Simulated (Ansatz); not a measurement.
# Stationary points along a deformation path in Re

The calculation used DFT PBE, scalar-relativistic, plane waves, PAW (Ansatz). Cutoff 420 eV, Γ-centred 22×22×22 k-points, Gaussian smearing of 0.15 eV. Spin–orbit coupling is left out, which can shift energies with elements as heavy as these. No spin polarisation. Energies are free energies at this smearing, counted from the undisturbed cell; pressure is positive in compression.

The starting cell (as given, not relaxed at this level; it stands at -9.2 GPa; this fcc form isn't the usual structure):

```
Re
1.0
     0.00000    1.97500    1.97500
     1.97500    0.00000    1.97500
     1.97500    1.97500    0.00000
Re
1
Direct
  0.00000 0.00000 0.00000
```

At fixed volume and fractional coordinates, lengths along (0.577, 0.577, 0.577) are scaled against those across it; ρ is that ratio over its starting value. V = 15.407 Å³/atom. Δσ is the stress along the axis less the mean stress across it (compression positive).

| ρ | ΔE (meV/atom) | Δσ (GPa) | space group |
| --- | --- | --- | --- |
| 0.500 | 1483.9 | 0.00 | Pm-3m |
| 0.600 | 1324.3 | 32.94 | R-3m |
| 0.710 | 817.2 | 53.80 | R-3m |
| 0.850 | 281.9 | 41.51 | R-3m |
| 1.000 | 0.0 | 0.00 | Fm-3m |
| 1.200 | 419.4 | -67.90 | R-3m |
| 1.410 | 1413.2 | -124.10 | R-3m |
| 2.000 | 5818.5 | -282.24 | R-3m |

Q: How does the stress give the slope of the energy, and where is the energy stationary?

A: Along the path d ln(length) is 2/3 d ln ρ on the axis and −1/3 d ln ρ across it, so dE/d ln ρ = −(2/3) V Δσ: the energy falls with ρ where Δσ is positive. Δσ vanishes or changes sign at ρ = 0.500 (Pm-3m, an end of the scan), at 1483.9 meV/atom; at ρ = 1.000 (Fm-3m), a minimum at 0.0 meV/atom. Pairs of stationary points between two samples would go unseen, and could change a minimum read from distant neighbours into a maximum. At ρ = 0.500, 1.000 the cell is cubic, where symmetry alone makes the stress isotropic and the slope zero.

In a metal these slopes depend on the k mesh and the smearing.